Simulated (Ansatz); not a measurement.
Write the native input for Ansatz 0.2.0 that does the following.

```yaml
Task: spin spiral
Functional: RPBE
Potentials_or_basis: all-electron LAPW, scalar-relativistic
Cutoff: 351 eV (chosen from the basis error)
Basis_error_allowed: 0.001 eV/atom
k_mesh: 10 × 10 × 10
Occupations: fermi-dirac, width 0.05 eV
Spin: non-collinear spin, ferromagnetic start
Starting_moments: "[[1.0, 0, 0]] μB"
Wave_vector_of_the_spiral: "[0, 0, 0.5] reciprocal lattice"
```

Crystal: Ni.

```
CELL_PARAMETERS angstrom
-1.41854 1.39277 1.40013
1.37742 -1.39406 1.36030
1.39847 1.37399 -1.40142
ATOMIC_POSITIONS crystal
Ni 0.99383 0.99975 0.99538
```

The cell isn't the ideal one: cell strained at random at fixed volume.

These files were run (other wordings do the same):

input.yaml

```yaml
crystal:
  lattice:
    - [-1.418539, 1.392766, 1.40013]
    - [1.377417, -1.394061, 1.360302]
    - [1.398467, 1.373989, -1.401425]
  atoms:
    - { symbol: Ni, position: [-0.006174, -0.00025, -0.004623], spin: 1.0, spin_axis: [1.0, 0.0, 0.0] }
kpoints:
  mp_grid: { grid: [10, 10, 10] }
scf:
  occupations: { method: fermi_dirac, width: 0.05 }
hamiltonian:
  xc: rpbe
  pseudopotentials: { kind: all_electron, lapw: { basis_error: 0.001 } }
magnetization:
  noncollinear: true
  spin_spiral: { q: [0, 0, 0.5] }
output:
  forces: true
  stress: true
  eigenvalues: true
```

Potentials or basis: all-electron LAPW, scalar-relativistic.

The run is started by

```bash
$ ansatz run input.yaml --threads 2 --pin off --max-ram 6144MiB --backend cpu --events-out ev --progress --plain --runs-dir out
```

Results of the run:

```
Pressure               : 11.7 GPa
Band gap on the k mesh : none (metal or under the smearing width)
Absolute moment        : 0.00 μB per cell
```

Caveat: the magnetic state may not be the lowest; the k mesh is thin for a metal, which can move the energy by tens of meV per atom; the starting moments weren't kept.

Run time: 7.4 min on 2 threads of Intel(R) Xeon(R) Platinum 8488C (Sapphire Rapids), on a shared host, peak memory 1.2 GiB.
